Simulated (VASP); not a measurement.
# Cu (Fm-3m) in VASP: a series of runs

Runs on Cu. Level: LDA. Tasks: relaxation of cell and atoms, relaxation of the atoms.

All numbers are computed with VASP 6.6.1; they aren't measurements. Logs are shortened: lines on timing, memory, paths and dates and some standing lists are left out, and cuts for length are marked.

## 1. The crystal as given

Symmetry: Fm-3m, No. 225, cubic system. The conventional cell has a = 3.525 Å, b = 3.525 Å, c = 3.525 Å, α = 90.00°, β = 90.00°, γ = 90.00°. Around Cu (site symmetry m-3m) lie 12 Cu at 2.49 Å.

## 2. Relaxation of cell and atoms, LDA

File INCAR:

```
SYSTEM = Cu
PREC = Accurate
ENCUT = 600
EDIFF = 1E-7
ISMEAR = 1
SIGMA = 0.1
LREAL = .FALSE.
LASPH = .TRUE.
NELM = 80
ALGO = Normal
ISIF = 3
LWAVE = .FALSE.
LCHARG = .FALSE.
GGA = CA
IBRION = 2
NSW = 90
EDIFFG = -0.005
```

File KPOINTS:

```
regular mesh
0
G
  18 18 18
  0 0 0
```

File POSCAR:

```
Cu                                      
1.0
    0.0000000000      1.7623990185      1.7623990185
    1.7623990185      0.0000000000      1.7623990185
    1.7623990185      1.7623990185     -0.0000000000
  Cu            
     1
Direct
     0.0000000000000000    0.0000000000000000    0.0000000000000000
```

Potentials or basis: VASP PAW LDA potentials, release 64 (Cu).

Command:

```
$ cat potpaw_LDA.64/Cu/POTCAR > POTCAR
$ mpirun -np 1 vasp_std > vasp.out
```

OUTCAR:

```text
SYSTEM = Cu
   PREC = Accurate
   ENCUT = 600
   EDIFF = 1E-7
   ISMEAR = 1
   LREAL = .FALSE.
   LASPH = .TRUE.
   NELM = 80
   ISIF = 3
   GGA = CA
   IBRION = 2
   NSW = 90
   EDIFFG = -0.005

 ion  position               nearest neighbor table
   1  0.000  0.000  0.000-

  LATTYP: Found a face centered cubic cell.
 ALAT       =     3.5247980370

  Lattice vectors:

 A1 = (   0.0000000000,   1.7623990185,   1.7623990185)
 A2 = (   1.7623990185,   0.0000000000,   1.7623990185)
 A3 = (   1.7623990185,   1.7623990185,   0.0000000000)

Analysis of symmetry for initial positions (statically):
=====================================================================
 Subroutine PRICEL returns:
 Original cell was already a primitive cell.

 Routine SETGRP: Setting up the symmetry group for a
 face centered cubic supercell.

 Subroutine GETGRP returns: Found 48 space group operations
 (whereof 48 operations were pure point group operations)
 out of a pool of 48 trial point group operations.

The static configuration has the point symmetry O_h .

Analysis of symmetry for dynamics (positions and initial velocities):
=====================================================================
 Subroutine PRICEL returns:
 Original cell was already a primitive cell.

 Routine SETGRP: Setting up the symmetry group for a
 face centered cubic supercell.

 Subroutine GETGRP returns: Found 48 space group operations
 (whereof 48 operations were pure point group operations)
 out of a pool of 48 trial point group operations.

The dynamic configuration has the point symmetry O_h .

 Subroutine INISYM returns: Found 48 space group operations
 (whereof 48 operations are pure point group operations),
 and found     1 'primitive' translations

----------------------------------------------------------------------------------------

                                     Primitive cell

  volume of cell :      10.9482

  direct lattice vectors                    reciprocal lattice vectors
     0.000000000  1.762399019  1.762399019    -0.283704198  0.283704198  0.283704198
     1.762399019  0.000000000  1.762399019     0.283704198 -0.283704198  0.283704198
     1.762399019  1.762399019  0.000000000     0.283704198  0.283704198 -0.283704198

  length of vectors
     2.492408594  2.492408594  2.492408594     0.491390085  0.491390085  0.491390085

  position of ions in fractional coordinates (direct lattice)
     0.000000000  0.000000000  0.000000000

  ion indices of the primitive-cell ions
   primitive index   ion index
                 1           1

----------------------------------------------------------------------------------------

 KPOINTS: regular mesh

Automatic generation of k-mesh.
 Grid dimensions read from file:
 generate k-points for:   18   18   18

 Generating k-lattice:

  Cartesian coordinates                     Fractional coordinates (reciprocal lattice)
    -0.015761344  0.015761344  0.015761344     0.055555556  0.000000000  0.000000000
     0.015761344 -0.015761344  0.015761344     0.000000000  0.055555556  0.000000000
     0.015761344  0.015761344 -0.015761344     0.000000000  0.000000000  0.055555556

  Length of vectors
     0.027299449  0.027299449  0.027299449

  Shift w.r.t. Gamma in fractional coordinates (k-lattice)
     0.000000000  0.000000000  0.000000000

 Subroutine IBZKPT returns following result:
 ===========================================

 Found    195 irreducible k-points:

 Following reciprocal coordinates:
            Coordinates               Weight
  0.000000  0.000000  0.000000      1.000000
  0.055556  0.000000  0.000000      8.000000
  0.111111  0.000000  0.000000      8.000000
  0.166667  0.000000  0.000000      8.000000
  0.222222  0.000000  0.000000      8.000000
  0.277778  0.000000  0.000000      8.000000
[... 16 lines left out ...]
 -0.277778  0.055556  0.000000     24.000000
 -0.222222  0.055556  0.000000     24.000000
 [... further k-points ...]
   k-points           NKPTS =    195   k-points in BZ     NKDIM =    195   number of bands    NBANDS=      9
   number of dos      NEDOS =    301   number of ions     NIONS =      1
   total plane-waves  NPLWV =   8000
   dimension x,y,z NGX =    20 NGY =   20 NGZ =   20
   dimension x,y,z NGXF=    40 NGYF=   40 NGZF=   40
   ions per type =               1
   NGX,Y,Z   is equivalent  to a cutoff of  13.34, 13.34, 13.34 a.u.
   NGXF,Y,Z  is equivalent  to a cutoff of  26.68, 26.68, 26.68 a.u.
 SYSTEM =  Cu
   PREC   = accura    normal or accurate (medium, high low for compatibility)
   ISTART =      0    job   : 0-new  1-cont  2-samecut
   ICHARG =      2    charge: 1-file 2-atom 10-const
   ISPIN  =      1    spin polarized calculation?
   LNONCOLLINEAR =      F non collinear calculations
   LSORBIT =      F    spin-orbit coupling
   LASPH  =      T    aspherical Exc in radial PAW
   ENCUT  =  600.0 eV  44.10 Ry    6.64 a.u.   4.98  4.98  4.98*2*pi/ulx,y,z
   NELM   =     80;   NELMIN=  2; NELMDL= -5     # of ELM steps
   EDIFF  = 0.1E-06   stopping-criterion for ELM
   LREAL  =      F    real-space projection
   EDIFFG = -.5E-02   stopping-criterion for IOM
   NSW    =     90    number of steps for IOM
   IBRION =      2    ionic relax: 0-MD 1-quasi-New 2-CG
   NFREE  =      1    steps in history (QN), initial steepest desc. (CG)
   ISIF   =      3    stress and relaxation
   ISYM   =      2    0-nonsym 1-usesym 2-fastsym
   POTIM  = 0.5000    time-step for ionic-motion
   TEBEG  =    0.0;   TEEND  =   0.0 temperature during run
   PSTRESS=    0.0 pullay stress
   NELECT =      11.0000    total number of electrons
   NUPDOWN=      -1.0000    fix difference up-down
   EMIN   =  10.00;   EMAX   =-10.00  energy-range for DOS
   EFERMI =   0.00;   METHOD = LEGACY
   ISMEAR =     1;   SIGMA  =   0.10  broadening in eV -4-tet -1-fermi 0-gaus
   EFERMI_NEDOS =   21; number of points for ismear=-14 and -15
   IALGO  =     38    algorithm
   IMIX   =      4    mixing-type and parameters
     AMIX     =   0.40;   BMIX     =  1.00
     AMIX_MAG =   1.60;   BMIX_MAG =  1.00
  volume/ion in A,a.u.               =      10.95        73.88
  Fermi-wavevector in a.u.,A,eV,Ry     =   1.639676  3.098539 36.579791  2.688539
  Thomas-Fermi vector in A             =   2.730442
   LORBIT       =      0    0 simple, 1 ext, 2 COOP (PROOUT), +10 PAW based schemes
   GGA     = CA    functional components
   LHFCALC =     F    Hartree Fock is set to
   AEXX    =    0.0000 exact exchange contribution
   IVDW    =     0    specifies the selected vdW correction
   LEPSILON=     F    determine dielectric tensor
   LRPA    =     F    only Hartree local field effects (RPA)
 conjugate gradient relaxation of ions
 non-spin polarized calculation
 Methfessel and Paxton  Order N= 1 SIGMA  =   0.10
  energy-cutoff  :      600.00
  volume of cell :       10.95
 maximum number of plane-waves:       376
   NGX =  9   NGY =  9   NGZ =  9

 number of electron      11.0000002 magnetization

 Free energy of the ion-electron system (eV)
  ---------------------------------------------------
  ext. energy  EPLUGINS =         0.00000000
  ---------------------------------------------------
  free energy    TOTEN  =        -4.70745876 eV

  energy without entropy =       -4.70740804  energy(sigma->0) =       -4.70744185

 E-fermi :   8.2913     XC(G=0): -13.5510

 val. band max:        8.2798668685   @ k =   0.5000   0.3333   0.1667
 cond. band min:       8.3150343172   @ k =  -0.4444   0.1111   0.0556
 fundamental gap:      0.0351674487
 Fermi energy:         8.2912988349

 k-point     1 :       0.0000    0.0000    0.0000
  band No.  band energies     occupation
      1      -1.6125      2.00000
      2       5.0164      2.00000
      3       5.0164      2.00000
      4       5.0164      2.00000
      5       5.9587      2.00000
      6       5.9587      2.00000
      7      31.6060      0.00000
      8      34.6819      0.00000
      9      34.6819      0.00000

 k-point     2 :       0.0556    0.0000    0.0000
  band No.  band energies     occupation
      1      -1.4936      2.00000
      2       4.9891      2.00000
      3       5.0405      2.00000
      4       5.0405      2.00000
      5       5.9489      2.00000
      6       5.9489      2.00000
      7      31.0355      0.00000
      8      33.2086      0.00000
      9      34.3176      0.00000

 k-point     3 :       0.1111    0.0000    0.0000
  band No.  band energies     occupation
      1      -1.1415      2.00000
      2       4.9151      2.00000
      3       5.1033      2.00000
      4       5.1033      2.00000
      5       5.9286      2.00000
      6       5.9286      2.00000
      7      28.6913      0.00000
      8      32.4626      0.00000
      9      33.6443      0.00000

 k-point     4 :       0.1667    0.0000    0.0000
  band No.  band energies     occupation
      1      -0.5710      2.00000
      2       4.8180      2.00000
      3       5.1731      2.00000
      4       5.1731      2.00000
      5       5.9277      2.00000
      6       5.9277      2.00000
      7      25.7523      0.00000
      8      32.1749      0.00000
      9      32.9986      0.00000
[... 205 lines left out ...]
 k-point    22 :      -0.3333    0.0556    0.0000
  band No.  band energies     occupation
      1       2.1900      2.00000
      2       5.0578      2.00000
      3       5.0745      2.00000
      4       5.1195      2.00000
      5       6.2506      2.00000
      6       6.5908      2.00000
      7      16.6993      0.00000
      8      28.7197      0.00000
      9      31.5454      0.00000

 k-point    23 :      -0.2778    0.0556    0.0000
  band No.  band energies     occupation
      1       1.4346      2.00000
      2       4.7463      2.00000
      3       5.1397      2.00000
      4       5.1897      2.00000
      5       6.0594      2.00000
      6       6.3613      2.00000
      7      19.2258      0.00000
      8      28.8694      0.00000
      9      32.2044      0.00000

 k-point    24 :      -0.2222    0.0556    0.0000
  band No.  band energies     occupation
      1       0.5625      2.00000
      2       4.6871      2.00000
      3       5.1955      2.00000
      4       5.2387      2.00000
      5       5.8999      2.00000
      6       6.1765      2.00000
      7      21.9621      0.00000
      8      29.1836      0.00000
      9      32.8904      0.00000

 [... further k-points ...]
[... 5 lines left out ...]
  --------------------------------------------------------------------------------------
  -------------------------------------------------------------------------------------
  Total       -0.0011818     -0.0011818     -0.0011818     -0.0000000      0.0000000     -0.0000000
  in kB       -0.1729495     -0.1729495     -0.1729495     -0.0000000      0.0000000     -0.0000000
  external PRESSURE =      -0.1729495 kB  Pullay stress =       0.0000000 kB

 VOLUME and BASIS-vectors are now :
 -----------------------------------------------------------------------------
  energy-cutoff  :      600.00
  volume of cell :       10.95
      direct lattice vectors                 reciprocal lattice vectors
     0.000000000  1.762399019  1.762399019    -0.283704198  0.283704198  0.283704198
     1.762399019  0.000000000  1.762399019     0.283704198 -0.283704198  0.283704198
     1.762399019  1.762399019  0.000000000     0.283704198  0.283704198 -0.283704198

 POSITION                                       TOTAL-FORCE (eV/Angst)
 -----------------------------------------------------------------------------------
      0.00000      0.00000      0.00000        -0.000000      0.000000      0.000000
 -----------------------------------------------------------------------------------
    total drift:                                0.000000      0.000000      0.000000

  FREE ENERGIE OF THE ION-ELECTRON SYSTEM (eV)
  ---------------------------------------------------
  free  energy   TOTEN  =        -4.7074587616 eV

  energy  without entropy=       -4.7074080362  energy(sigma->0) =       -4.70744185

 reached required accuracy - stopping structural energy minimisation
```

It took 29 s on 1 thread of Intel Xeon Platinum 8259CL at 2.50GHz (Skylake/Cascade Lake), shared host; peak memory 0.13 GiB.

Results:

* Free energy: -4.7075 eV
* Pressure after relaxing: 0.0 GPa
* Band gap on the k mesh: none (metal or under the smearing width)

Final structure:
```
Cu
1.0
     0.00000    1.76240    1.76240
     1.76240    0.00000    1.76240
     1.76240    1.76240    0.00000
Cu
1
Direct
  0.00000 0.00000 0.00000
```

Caveat: the relaxation stopped at its first step, so nothing moved.

## 3. Relaxation of the atoms, LDA (a relaxed cell with its volume scaled by 0.94)

Changes to INCAR since step 2:

```diff
@@ -10,3 +10,3 @@
 ALGO = Normal
-ISIF = 3
+ISIF = 2
 LWAVE = .FALSE.
@@ -15,3 +15,3 @@
 IBRION = 2
-NSW = 90
-EDIFFG = -0.005
+NSW = 40
+EDIFFG = -0.01
```

KPOINTS is that of step 2.

File POSCAR:

```
Cu                                      
1.0
    0.0000000000      1.7264215965      1.7264215965
    1.7264215965      0.0000000000      1.7264215965
    1.7264215965      1.7264215965      0.0000000000
  Cu            
     1
Direct
     0.0000000000000000    0.0000000000000000    0.0000000000000000
```

Potentials or basis: VASP PAW LDA potentials, release 64 (Cu).

Command:

```
$ cat potpaw_LDA.64/Cu/POTCAR > POTCAR
$ mpirun -np 1 vasp_std > vasp.out
```

It took 31 s on 1 thread of Intel Xeon Platinum 8259CL at 2.50GHz (Skylake/Cascade Lake), shared host; peak memory 0.14 GiB.

The run converged. Its results:

| Item | Value |
| --- | --- |
| Free energy | -4.6819 eV |
| Pressure after relaxing | 13.2 GPa |
| Band gap on the k mesh | none (metal or under the smearing width) |

Final structure:
```xyz
1
Lattice="0.0000 1.7264 1.7264 1.7264 0.0000 1.7264 1.7264 1.7264 0.0000" Properties=species:S:1:pos:R:3 pbc="T T T"
Cu    0.0000    0.0000    0.0000
```

Levels at points of the mesh, in eV from the Fermi level:
| k point | band 2 | band 3 | band 4 | band 5 | band 6 | band 7 | band 8 | band 9 |
| --- | --- | --- | --- | --- | --- | --- | --- | --- |
| (0.00, 0.00, 0.00) | -3.49 | -3.49 | -3.49 | -2.45 | -2.45 | 23.79 | 27.38 | 27.38 |
| (0.50, 0.00, 0.00) | -3.53 | -3.53 | -1.75 | -1.75 | -1.36 | 4.52 | 22.25 | 24.18 |
| (0.50, 0.50, 0.00) | -5.22 | -1.77 | -1.58 | -1.58 | 1.43 | 8.18 | 14.15 | 14.15 |

Caveat: the relaxation stopped at its first step, so nothing moved.
